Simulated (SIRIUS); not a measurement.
# Zr (Im-3m) in SIRIUS: further runs, part 2 of 2

SIRIUS 7.12.0. Earlier steps stand in the parts before.

## (4) Equation of state, WC, 23.24 Å³/atom (volume scaled by 0.98)

The input, sirius.json:

```json
{
  "control": {
    "processing_unit": "cpu",
    "std_evp_solver_name": "lapack",
    "gen_evp_solver_name": "lapack",
    "verbosity": 2,
    "print_forces": false,
    "ortho_rf": true,
    "use_second_variation": true,
    "rmt_max": 3.0,
    "num_bands_to_print": 14,
    "save_wf": true
  },
  "parameters": {
    "electronic_structure_method": "full_potential_lapwlo",
    "xc_functionals": ["XC_GGA_X_WC", "XC_GGA_C_PBE"],
    "core_relativity": "dirac",
    "valence_relativity": "iora",
    "num_fv_states": 14,
    "smearing": "fermi_dirac",
    "smearing_width": 0.0018374661,
    "pw_cutoff": 20,
    "gk_cutoff": 3.46,
    "lmax_apw": 10,
    "lmax_rho": 8,
    "lmax_pot": 8,
    "num_mag_dims": 0,
    "auto_rmt": 0,
    "ngridk": [10, 10, 10],
    "shiftk": [0, 0, 0],
    "num_dft_iter": 80,
    "energy_tol": 1e-07,
    "density_tol": 1e-05,
    "use_symmetry": true
  },
  "settings": {"tol_ne": 1e-10},
  "iterative_solver": {"type": "exact"},
  "mixer": {"type": "anderson", "beta": 0.5, "max_history": 8},
  "unit_cell": {
    "lattice_vectors": [
      [-3.3974478605, 3.3974478605, 3.3974478605],
      [3.3974478605, -3.3974478605, 3.3974478605],
      [3.3974478605, 3.3974478605, -3.3974478605]
    ],
    "atom_types": ["Zr"],
    "atom_files": {"Zr": "Zr.json"},
    "atoms": {"Zr": [[0.0, 0.0, 0.0]]}
  }
}
```

The input, Zr.json:

```json
{
  "name": "zirconium",
  "symbol": "Zr",
  "number": 40,
  "mass": 91.224,
  "rmin": 1e-06,
  "rmt": 2.54,
  "nrmt": 800,
  "rinf": 17.42,
  "core": "1s2s2p3s3p3d",
  "valence": [
    {"basis": [{"enu": 0.11, "dme": 0, "n": 0, "auto": 0}, {"enu": 0.11, "dme": 1, "n": 0, "auto": 0}]},
    {"l": 0, "n": 1, "basis": [{"enu": 0.21, "dme": 0, "n": 0, "auto": 0}]},
    {"l": 1, "n": 2, "basis": [{"enu": 0.21, "dme": 0, "n": 0, "auto": 0}]},
    {"l": 2, "n": 3, "basis": [{"enu": 0.21, "dme": 0, "n": 0, "auto": 0}]},
    {"l": 3, "n": 4, "basis": [{"enu": 0.21, "dme": 0, "n": 0, "auto": 0}]}
  ],
  "lo": [
    {"l": 0, "basis": [{"enu": 0.21, "dme": 0, "n": 0, "auto": 0}, {"enu": 0.21, "dme": 1, "n": 0, "auto": 0}]},
    {
      "l": 0,
      "basis": [{"enu": -1.6512, "dme": 0, "n": 4, "auto": 1}, {"enu": -1.6512, "dme": 1, "n": 4, "auto": 1}]
    },
    {
      "l": 0,
      "basis": [{"enu": -1.6512, "dme": 1, "n": 4, "auto": 1}, {"enu": 0.21, "dme": 0, "n": 0, "auto": 0}]
    },
    {"l": 0, "basis": [{"enu": 0.21, "dme": 0, "n": 0, "auto": 0}, {"enu": 2.69, "dme": 0, "n": 0, "auto": 0}]},
    {"l": 1, "basis": [{"enu": 0.21, "dme": 0, "n": 0, "auto": 0}, {"enu": 0.21, "dme": 1, "n": 0, "auto": 0}]},
    {
      "l": 1,
      "basis": [{"enu": -0.8459, "dme": 0, "n": 4, "auto": 1}, {"enu": -0.8459, "dme": 1, "n": 4, "auto": 1}]
    },
    {
      "l": 1,
      "basis": [{"enu": -0.8459, "dme": 1, "n": 4, "auto": 1}, {"enu": 0.21, "dme": 0, "n": 0, "auto": 0}]
    },
    {"l": 1, "basis": [{"enu": 0.21, "dme": 0, "n": 0, "auto": 0}, {"enu": 3.062, "dme": 0, "n": 0, "auto": 0}]},
    {"l": 2, "basis": [{"enu": 0.21, "dme": 0, "n": 0, "auto": 0}, {"enu": 0.21, "dme": 1, "n": 0, "auto": 0}]},
    {"l": 2, "basis": [{"enu": 0.21, "dme": 1, "n": 0, "auto": 0}, {"enu": 0.21, "dme": 2, "n": 0, "auto": 0}]},
    {"l": 2, "basis": [{"enu": 0.21, "dme": 0, "n": 0, "auto": 0}, {"enu": 2.628, "dme": 0, "n": 0, "auto": 0}]},
    {"l": 3, "basis": [{"enu": 0.21, "dme": 0, "n": 0, "auto": 0}, {"enu": 0.21, "dme": 1, "n": 0, "auto": 0}]},
    {"l": 3, "basis": [{"enu": 0.21, "dme": 0, "n": 0, "auto": 0}, {"enu": 2.907, "dme": 0, "n": 0, "auto": 0}]}
  ],
  "free_atom": [... radial grid and density of the free atom, the start of the SCF ...]
}
```

The input, sirius_start.json:

```json
{
  "control": {
    "processing_unit": "cpu",
    "std_evp_solver_name": "lapack",
    "gen_evp_solver_name": "lapack",
    "verbosity": 1,
    "print_forces": false,
    "ortho_rf": true,
    "use_second_variation": true,
    "rmt_max": 3.0,
    "num_bands_to_print": 14,
    "save_wf": false
  },
  "parameters": {
    "electronic_structure_method": "full_potential_lapwlo",
    "xc_functionals": ["XC_LDA_X", "XC_LDA_C_PW"],
    "core_relativity": "dirac",
    "valence_relativity": "iora",
    "num_fv_states": 14,
    "smearing": "fermi_dirac",
    "smearing_width": 0.0055123983,
    "pw_cutoff": 20,
    "gk_cutoff": 2.77,
    "lmax_apw": 10,
    "lmax_rho": 8,
    "lmax_pot": 8,
    "num_mag_dims": 0,
    "auto_rmt": 0,
    "ngridk": [4, 4, 4],
    "shiftk": [0, 0, 0],
    "num_dft_iter": 30,
    "energy_tol": 0.01,
    "density_tol": 0.05,
    "use_symmetry": true
  },
  "settings": {"tol_ne": 1e-10},
  "iterative_solver": {"type": "exact"},
  "mixer": {"type": "anderson", "beta": 0.5, "max_history": 8},
  "unit_cell": {
    "lattice_vectors": [
      [-3.3974478605, 3.3974478605, 3.3974478605],
      [3.3974478605, -3.3974478605, 3.3974478605],
      [3.3974478605, 3.3974478605, -3.3974478605]
    ],
    "atom_types": ["Zr"],
    "atom_files": {"Zr": "Zr.json"},
    "atoms": {"Zr": [[0.0, 0.0, 0.0]]}
  }
}
```

The run is started by

```sh
$ OMP_NUM_THREADS=1 sirius.scf --input=sirius_start.json --output=start.json
$ OMP_NUM_THREADS=1 sirius.scf --input=sirius.json --output=output.json --task=1
```

Run time: 21 s. Hardware: 1 thread of Arm Neoverse V1, shared host; peak memory 0.31 GiB.

The run converged. Its results:

| Item | Value |
| --- | --- |
| Free energy | -97923.8422 eV |
| Band gap on the k mesh | none (metal or under the smearing width) |
| All electrons inside the program's atomic spheres | Zr 37.84 (radii Zr 2.54 bohr) |

## (5) Equation of state, WC, 23.72 Å³/atom

sirius.json, as its differences from that of step 4:

```diff
@@ -40,5 +40,5 @@
     "lattice_vectors": [
-      [-3.3974478605, 3.3974478605, 3.3974478605],
-      [3.3974478605, -3.3974478605, 3.3974478605],
-      [3.3974478605, 3.3974478605, -3.3974478605]
+      [-3.4204042856, 3.4204042856, 3.4204042856],
+      [3.4204042856, -3.4204042856, 3.4204042856],
+      [3.4204042856, 3.4204042856, -3.4204042856]
     ],
```

The input, Zr.json:

```json
{
  "name": "zirconium",
  "symbol": "Zr",
  "number": 40,
  "mass": 91.224,
  "rmin": 1e-06,
  "rmt": 2.54,
  "nrmt": 800,
  "rinf": 17.42,
  "core": "1s2s2p3s3p3d",
  "valence": [
    {"basis": [{"enu": 0.1, "dme": 0, "n": 0, "auto": 0}, {"enu": 0.1, "dme": 1, "n": 0, "auto": 0}]},
    {"l": 0, "n": 1, "basis": [{"enu": 0.2, "dme": 0, "n": 0, "auto": 0}]},
    {"l": 1, "n": 2, "basis": [{"enu": 0.2, "dme": 0, "n": 0, "auto": 0}]},
    {"l": 2, "n": 3, "basis": [{"enu": 0.2, "dme": 0, "n": 0, "auto": 0}]},
    {"l": 3, "n": 4, "basis": [{"enu": 0.2, "dme": 0, "n": 0, "auto": 0}]}
  ],
  "lo": [
    {"l": 0, "basis": [{"enu": 0.2, "dme": 0, "n": 0, "auto": 0}, {"enu": 0.2, "dme": 1, "n": 0, "auto": 0}]},
    {
      "l": 0,
      "basis": [{"enu": -1.6612, "dme": 0, "n": 4, "auto": 1}, {"enu": -1.6612, "dme": 1, "n": 4, "auto": 1}]
    },
    {"l": 0, "basis": [{"enu": -1.6612, "dme": 1, "n": 4, "auto": 1}, {"enu": 0.2, "dme": 0, "n": 0, "auto": 0}]},
    {"l": 0, "basis": [{"enu": 0.2, "dme": 0, "n": 0, "auto": 0}, {"enu": 2.68, "dme": 0, "n": 0, "auto": 0}]},
    {"l": 1, "basis": [{"enu": 0.2, "dme": 0, "n": 0, "auto": 0}, {"enu": 0.2, "dme": 1, "n": 0, "auto": 0}]},
    {
      "l": 1,
      "basis": [{"enu": -0.8559, "dme": 0, "n": 4, "auto": 1}, {"enu": -0.8559, "dme": 1, "n": 4, "auto": 1}]
    },
    {"l": 1, "basis": [{"enu": -0.8559, "dme": 1, "n": 4, "auto": 1}, {"enu": 0.2, "dme": 0, "n": 0, "auto": 0}]},
    {"l": 1, "basis": [{"enu": 0.2, "dme": 0, "n": 0, "auto": 0}, {"enu": 3.052, "dme": 0, "n": 0, "auto": 0}]},
    {"l": 2, "basis": [{"enu": 0.2, "dme": 0, "n": 0, "auto": 0}, {"enu": 0.2, "dme": 1, "n": 0, "auto": 0}]},
    {"l": 2, "basis": [{"enu": 0.2, "dme": 1, "n": 0, "auto": 0}, {"enu": 0.2, "dme": 2, "n": 0, "auto": 0}]},
    {"l": 2, "basis": [{"enu": 0.2, "dme": 0, "n": 0, "auto": 0}, {"enu": 2.618, "dme": 0, "n": 0, "auto": 0}]},
    {"l": 3, "basis": [{"enu": 0.2, "dme": 0, "n": 0, "auto": 0}, {"enu": 0.2, "dme": 1, "n": 0, "auto": 0}]},
    {"l": 3, "basis": [{"enu": 0.2, "dme": 0, "n": 0, "auto": 0}, {"enu": 2.897, "dme": 0, "n": 0, "auto": 0}]}
  ],
  "free_atom": [... radial grid and density of the free atom, the start of the SCF ...]
}
```

sirius_start.json, as its differences from that of step 4:

```diff
@@ -40,5 +40,5 @@
     "lattice_vectors": [
-      [-3.3974478605, 3.3974478605, 3.3974478605],
-      [3.3974478605, -3.3974478605, 3.3974478605],
-      [3.3974478605, 3.3974478605, -3.3974478605]
+      [-3.4204042856, 3.4204042856, 3.4204042856],
+      [3.4204042856, -3.4204042856, 3.4204042856],
+      [3.4204042856, 3.4204042856, -3.4204042856]
     ],
```

The run is started by

```sh
$ OMP_NUM_THREADS=1 sirius.scf --input=sirius_start.json --output=start.json
$ OMP_NUM_THREADS=1 sirius.scf --input=sirius.json --output=output.json --task=1
```

Run time: 21 s. Hardware: 1 thread of Arm Neoverse V1, shared host; peak memory 0.31 GiB.

The run converged. Its results:

```yaml
Free_energy: -97923.8242 eV
Band_gap_on_the_k_mesh: none (metal or under the smearing width)
All_electrons_inside_the_program's_atomic_spheres: Zr 37.82 (radii Zr 2.54 bohr)
```

## (6) Equation of state, WC, 24.19 Å³/atom (volume scaled by 1.02)

sirius.json, as its differences from that of step 5:

```diff
@@ -40,5 +40,5 @@
     "lattice_vectors": [
-      [-3.4204042856, 3.4204042856, 3.4204042856],
-      [3.4204042856, -3.4204042856, 3.4204042856],
-      [3.4204042856, 3.4204042856, -3.4204042856]
+      [-3.4430566297, 3.4430566297, 3.4430566297],
+      [3.4430566297, -3.4430566297, 3.4430566297],
+      [3.4430566297, 3.4430566297, -3.4430566297]
     ],
```

Zr.json is that of step 5.

sirius_start.json, as its differences from that of step 5:

```diff
@@ -40,5 +40,5 @@
     "lattice_vectors": [
-      [-3.4204042856, 3.4204042856, 3.4204042856],
-      [3.4204042856, -3.4204042856, 3.4204042856],
-      [3.4204042856, 3.4204042856, -3.4204042856]
+      [-3.4430566297, 3.4430566297, 3.4430566297],
+      [3.4430566297, -3.4430566297, 3.4430566297],
+      [3.4430566297, 3.4430566297, -3.4430566297]
     ],
```

Potentials or basis: all-electron FP-LAPW, apw+lo standard.

The run is started by

```sh
$ OMP_NUM_THREADS=1 sirius.scf --input=sirius_start.json --output=start.json
$ OMP_NUM_THREADS=1 sirius.scf --input=sirius.json --output=output.json --task=1
```

Wall time 21 s (1 thread of Arm Neoverse V1, shared host); peak memory 0.31 GiB.

Results (log left out):

```
Free energy                                       : -97923.8019 eV
Band gap on the k mesh                            : none (metal or under the smearing width)
All electrons inside the program's atomic spheres : Zr 37.79 (radii Zr 2.54 bohr)
```

## (7) Equation of state, WC, 24.67 Å³/atom (volume scaled by 1.04)

sirius.json, as its differences from that of step 6:

```diff
@@ -40,5 +40,5 @@
     "lattice_vectors": [
-      [-3.4430566297, 3.4430566297, 3.4430566297],
-      [3.4430566297, -3.4430566297, 3.4430566297],
-      [3.4430566297, 3.4430566297, -3.4430566297]
+      [-3.4654147668, 3.4654147668, 3.4654147668],
+      [3.4654147668, -3.4654147668, 3.4654147668],
+      [3.4654147668, 3.4654147668, -3.4654147668]
     ],
```

The input, Zr.json:

```json
{
  "name": "zirconium",
  "symbol": "Zr",
  "number": 40,
  "mass": 91.224,
  "rmin": 1e-06,
  "rmt": 2.54,
  "nrmt": 800,
  "rinf": 17.42,
  "core": "1s2s2p3s3p3d",
  "valence": [
    {"basis": [{"enu": 0.09, "dme": 0, "n": 0, "auto": 0}, {"enu": 0.09, "dme": 1, "n": 0, "auto": 0}]},
    {"l": 0, "n": 1, "basis": [{"enu": 0.19, "dme": 0, "n": 0, "auto": 0}]},
    {"l": 1, "n": 2, "basis": [{"enu": 0.19, "dme": 0, "n": 0, "auto": 0}]},
    {"l": 2, "n": 3, "basis": [{"enu": 0.19, "dme": 0, "n": 0, "auto": 0}]},
    {"l": 3, "n": 4, "basis": [{"enu": 0.19, "dme": 0, "n": 0, "auto": 0}]}
  ],
  "lo": [
    {"l": 0, "basis": [{"enu": 0.19, "dme": 0, "n": 0, "auto": 0}, {"enu": 0.19, "dme": 1, "n": 0, "auto": 0}]},
    {
      "l": 0,
      "basis": [{"enu": -1.6712, "dme": 0, "n": 4, "auto": 1}, {"enu": -1.6712, "dme": 1, "n": 4, "auto": 1}]
    },
    {
      "l": 0,
      "basis": [{"enu": -1.6712, "dme": 1, "n": 4, "auto": 1}, {"enu": 0.19, "dme": 0, "n": 0, "auto": 0}]
    },
    {"l": 0, "basis": [{"enu": 0.19, "dme": 0, "n": 0, "auto": 0}, {"enu": 2.67, "dme": 0, "n": 0, "auto": 0}]},
    {"l": 1, "basis": [{"enu": 0.19, "dme": 0, "n": 0, "auto": 0}, {"enu": 0.19, "dme": 1, "n": 0, "auto": 0}]},
    {
      "l": 1,
      "basis": [{"enu": -0.8659, "dme": 0, "n": 4, "auto": 1}, {"enu": -0.8659, "dme": 1, "n": 4, "auto": 1}]
    },
    {
      "l": 1,
      "basis": [{"enu": -0.8659, "dme": 1, "n": 4, "auto": 1}, {"enu": 0.19, "dme": 0, "n": 0, "auto": 0}]
    },
    {"l": 1, "basis": [{"enu": 0.19, "dme": 0, "n": 0, "auto": 0}, {"enu": 3.042, "dme": 0, "n": 0, "auto": 0}]},
    {"l": 2, "basis": [{"enu": 0.19, "dme": 0, "n": 0, "auto": 0}, {"enu": 0.19, "dme": 1, "n": 0, "auto": 0}]},
    {"l": 2, "basis": [{"enu": 0.19, "dme": 1, "n": 0, "auto": 0}, {"enu": 0.19, "dme": 2, "n": 0, "auto": 0}]},
    {"l": 2, "basis": [{"enu": 0.19, "dme": 0, "n": 0, "auto": 0}, {"enu": 2.608, "dme": 0, "n": 0, "auto": 0}]},
    {"l": 3, "basis": [{"enu": 0.19, "dme": 0, "n": 0, "auto": 0}, {"enu": 0.19, "dme": 1, "n": 0, "auto": 0}]},
    {"l": 3, "basis": [{"enu": 0.19, "dme": 0, "n": 0, "auto": 0}, {"enu": 2.887, "dme": 0, "n": 0, "auto": 0}]}
  ],
  "free_atom": [... radial grid and density of the free atom, the start of the SCF ...]
}
```

sirius_start.json, as its differences from that of step 6:

```diff
@@ -40,5 +40,5 @@
     "lattice_vectors": [
-      [-3.4430566297, 3.4430566297, 3.4430566297],
-      [3.4430566297, -3.4430566297, 3.4430566297],
-      [3.4430566297, 3.4430566297, -3.4430566297]
+      [-3.4654147668, 3.4654147668, 3.4654147668],
+      [3.4654147668, -3.4654147668, 3.4654147668],
+      [3.4654147668, 3.4654147668, -3.4654147668]
     ],
```

The run is started by

```sh
$ OMP_NUM_THREADS=1 sirius.scf --input=sirius_start.json --output=start.json
$ OMP_NUM_THREADS=1 sirius.scf --input=sirius.json --output=output.json --task=1
```

Wall time 22 s (1 thread of Arm Neoverse V1, shared host); peak memory 0.32 GiB.

Results (log left out):

* Free energy: -97923.7761 eV
* Band gap on the k mesh: none (metal or under the smearing width)
* All electrons inside the program's atomic spheres: Zr 37.77 (radii Zr 2.54 bohr)

## (8) Equation of state, WC, 25.14 Å³/atom (volume scaled by 1.06)

sirius.json, as its differences from that of step 7:

```diff
@@ -40,5 +40,5 @@
     "lattice_vectors": [
-      [-3.4654147668, 3.4654147668, 3.4654147668],
-      [3.4654147668, -3.4654147668, 3.4654147668],
-      [3.4654147668, 3.4654147668, -3.4654147668]
+      [-3.4874880675, 3.4874880675, 3.4874880675],
+      [3.4874880675, -3.4874880675, 3.4874880675],
+      [3.4874880675, 3.4874880675, -3.4874880675]
     ],
```

The input, Zr.json:

```json
{
  "name": "zirconium",
  "symbol": "Zr",
  "number": 40,
  "mass": 91.224,
  "rmin": 1e-06,
  "rmt": 2.54,
  "nrmt": 800,
  "rinf": 17.42,
  "core": "1s2s2p3s3p3d",
  "valence": [
    {"basis": [{"enu": 0.08, "dme": 0, "n": 0, "auto": 0}, {"enu": 0.08, "dme": 1, "n": 0, "auto": 0}]},
    {"l": 0, "n": 1, "basis": [{"enu": 0.18, "dme": 0, "n": 0, "auto": 0}]},
    {"l": 1, "n": 2, "basis": [{"enu": 0.18, "dme": 0, "n": 0, "auto": 0}]},
    {"l": 2, "n": 3, "basis": [{"enu": 0.18, "dme": 0, "n": 0, "auto": 0}]},
    {"l": 3, "n": 4, "basis": [{"enu": 0.18, "dme": 0, "n": 0, "auto": 0}]}
  ],
  "lo": [
    {"l": 0, "basis": [{"enu": 0.18, "dme": 0, "n": 0, "auto": 0}, {"enu": 0.18, "dme": 1, "n": 0, "auto": 0}]},
    {
      "l": 0,
      "basis": [{"enu": -1.6812, "dme": 0, "n": 4, "auto": 1}, {"enu": -1.6812, "dme": 1, "n": 4, "auto": 1}]
    },
    {
      "l": 0,
      "basis": [{"enu": -1.6812, "dme": 1, "n": 4, "auto": 1}, {"enu": 0.18, "dme": 0, "n": 0, "auto": 0}]
    },
    {"l": 0, "basis": [{"enu": 0.18, "dme": 0, "n": 0, "auto": 0}, {"enu": 2.66, "dme": 0, "n": 0, "auto": 0}]},
    {"l": 1, "basis": [{"enu": 0.18, "dme": 0, "n": 0, "auto": 0}, {"enu": 0.18, "dme": 1, "n": 0, "auto": 0}]},
    {
      "l": 1,
      "basis": [{"enu": -0.8759, "dme": 0, "n": 4, "auto": 1}, {"enu": -0.8759, "dme": 1, "n": 4, "auto": 1}]
    },
    {
      "l": 1,
      "basis": [{"enu": -0.8759, "dme": 1, "n": 4, "auto": 1}, {"enu": 0.18, "dme": 0, "n": 0, "auto": 0}]
    },
    {"l": 1, "basis": [{"enu": 0.18, "dme": 0, "n": 0, "auto": 0}, {"enu": 3.032, "dme": 0, "n": 0, "auto": 0}]},
    {"l": 2, "basis": [{"enu": 0.18, "dme": 0, "n": 0, "auto": 0}, {"enu": 0.18, "dme": 1, "n": 0, "auto": 0}]},
    {"l": 2, "basis": [{"enu": 0.18, "dme": 1, "n": 0, "auto": 0}, {"enu": 0.18, "dme": 2, "n": 0, "auto": 0}]},
    {"l": 2, "basis": [{"enu": 0.18, "dme": 0, "n": 0, "auto": 0}, {"enu": 2.598, "dme": 0, "n": 0, "auto": 0}]},
    {"l": 3, "basis": [{"enu": 0.18, "dme": 0, "n": 0, "auto": 0}, {"enu": 0.18, "dme": 1, "n": 0, "auto": 0}]},
    {"l": 3, "basis": [{"enu": 0.18, "dme": 0, "n": 0, "auto": 0}, {"enu": 2.877, "dme": 0, "n": 0, "auto": 0}]}
  ],
  "free_atom": [... radial grid and density of the free atom, the start of the SCF ...]
}
```

sirius_start.json, as its differences from that of step 7:

```diff
@@ -40,5 +40,5 @@
     "lattice_vectors": [
-      [-3.4654147668, 3.4654147668, 3.4654147668],
-      [3.4654147668, -3.4654147668, 3.4654147668],
-      [3.4654147668, 3.4654147668, -3.4654147668]
+      [-3.4874880675, 3.4874880675, 3.4874880675],
+      [3.4874880675, -3.4874880675, 3.4874880675],
+      [3.4874880675, 3.4874880675, -3.4874880675]
     ],
```

The run is started by

```sh
$ OMP_NUM_THREADS=1 sirius.scf --input=sirius_start.json --output=start.json
$ OMP_NUM_THREADS=1 sirius.scf --input=sirius.json --output=output.json --task=1
```

It took 22 s on 1 thread of Arm Neoverse V1, shared host; peak memory 0.32 GiB.

It converged, with:

| Quantity | Value |
| --- | --- |
| Free energy | -97923.7467 eV |
| Band gap on the k mesh | none (metal or under the smearing width) |
| All electrons inside the program's atomic spheres | Zr 37.74 (radii Zr 2.54 bohr) |

## (9) Equation of state, WC

Potentials or basis: all-electron FP-LAPW, apw+lo standard.

This step only gathers the single runs of the series.

What came out:

| Item | Value |
| --- | --- |
| Equilibrium volume | 21.79 Å³/atom (rough: see the caveat) |
| Bulk modulus | 92 GPa (rough) |

Energy against volume, from the lowest point:
| volume (Å³/atom) | energy (meV/atom) |
| --- | --- |
| 22.296 | 0.00 |
| 22.770 | 8.75 |
| 23.245 | 22.28 |
| 23.719 | 40.35 |
| 24.193 | 62.65 |
| 24.668 | 88.43 |
| 25.142 | 117.76 |

Caveat: the minimum lies outside the volumes run.
